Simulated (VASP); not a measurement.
Input of a VASP 6.6.1 run:

Contents of POSCAR:

```
Li16H
1.0
    6.9800000000      0.0000000000      0.0000000000
    0.0000000000      6.9800000000      0.0000000000
    0.0000000000      0.0000000000      6.9800000000
Li H
16 1
Direct
    0.0026217765      0.0061318052      0.0274498567
    0.4888252149     -0.0127793696      0.0138538682
    0.0207593123      0.4755873926      0.0249283668
   -0.0085243553      0.0415902579      0.5231518625
    0.2315329513      0.2371346705      0.2209742120
    0.5298137536      0.5559885387      0.0208739255
    0.4837965616     -0.0198280802      0.4868194842
    0.6902865330      0.2685959885      0.2674068768
   -0.0020630372      0.4858309456      0.4812464183
    0.2075071633      0.7310028653      0.1921060172
    0.2455444126      0.2901719198      0.7736389685
    0.4903295129      0.4970630372      0.4668481375
    0.7647994269      0.8118624642      0.2474212034
    0.7505300860      0.2871489971      0.7487392550
    0.2737106017      0.7160744986      0.7264183381
    0.7705157593      0.7497994269      0.7794269341
    0.7221060172      0.8170057307     -0.0109885387
```

INCAR.step1

```
SYSTEM = Li16H
  ALGO = Normal
  EDIFF = 1E-4
  ENCUT = 520
  GGA = PE
  ISMEAR = -1
  LASPH = .TRUE.
  LCHARG = .FALSE.
  LREAL = Auto
  LWAVE = .TRUE.
  NBANDS = 38
  NELM = 100
  PREC = Accurate
  SIGMA = 0.15
```

The input INCAR.step2:

```
SYSTEM = Li16H
  ALGO = Normal
  EDIFF = 1E-6
  ENCUT = 520
  ISIF = 2
  ISMEAR = -1
  ISTART = 1
  LASPH = .TRUE.
  LCHARG = .TRUE.
  LELF = .TRUE.
  LMIXTAU = .TRUE.
  LREAL = Auto
  LVHAR = .TRUE.
  LWAVE = .FALSE.
  METAGGA = R2SCAN
  NBANDS = 38
  NELM = 100
  PREC = Accurate
  SIGMA = 0.15
```

File KPOINTS:

```
k-points
0
G
  2 2 2
  0 0 0
```

Potentials or basis: VASP PAW PBE potentials, release 64 (Li_sv, H).

Run with:

```bash
$ cat potpaw_PBE.64/Li_sv/POTCAR potpaw_PBE.64/H/POTCAR > POTCAR
$ cp INCAR.step1 INCAR
$ mpirun -np 1 vasp_std > vasp.out
$ cp INCAR.step2 INCAR
$ mpirun -np 1 vasp_std > vasp.out
```

(1) Predict the largest force.

(2) Predict the band gap on the k mesh.

Results:

(1) 1.159 eV/Å.

(2) none (metal or under the smearing width).

Caveat: the k mesh is coarse (spacing up to 0.45 Å⁻¹), so the values aren't converged; the PAW data sets were made with another functional, which shifts forces and pressure a little.
